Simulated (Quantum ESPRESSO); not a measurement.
The system is SnTe.

```
Te Sn
1.0
     0.00000    3.15085    3.15085
     3.15085    0.00000    3.15085
     3.15085    3.15085    0.00000
Te Sn
1 1
Direct
  0.50000 0.50000 0.50000
  0.00000 0.00000 0.00000
```

| Item | Value |
| --- | --- |
| Program | Quantum ESPRESSO 7.5 |
| Task | phonons |
| Functional | PBE |
| Potentials or basis | SSSP 1.3 efficiency PBE |
| Cutoff | 816 eV |
| Density cutoff | 6531 eV |
| k mesh | 7 × 7 × 7 |
| Occupations | cold, width 0.272 eV |
| Spin | no spin polarisation |
| Mixing beta | 0.5 |
| Most SCF iterations | 120 |
| SCF threshold | 4e-10 Ry |

The cell and the atoms were relaxed first, to 32.78 Å³/atom (a = 4.526 Å, b = 4.526 Å, c = 4.526 Å, α = 60.00°, β = 60.00°, γ = 60.00°), and the response was taken there.

The first run showed a gap, so the response started from a second, tighter run with fixed occupations.

Q: Where do the zone-centre optical modes lie?

A: T1u at 36i cm⁻¹ (IR). Polar modes are given without the macroscopic field (transverse values). Imaginary frequencies mark an instability of this cell.

Optical modes at Γ, degenerate ones joined, polar ones without the macroscopic field:
| cm⁻¹ | components | symmetry | active in | IR intensity, summed ((D/Å)²/amu) |
| --- | --- | --- | --- | --- |
| 36i | 3 | T1u | IR | 57.03 |

Zone-centre frequencies without and with the macroscopic field along z (cm⁻¹):
```
                optical modes in rising order
       without                    36i 36i 36i
with the field                    36i 36i 105
```

Caveat: some modes are imaginary; the gap is small at this level, which inflates the dielectric constant; this odd mesh misses L, where the gap lies, so gap, dielectric constants and Born charges aren't listed; this smearing can shift energies of a crystal with a gap.
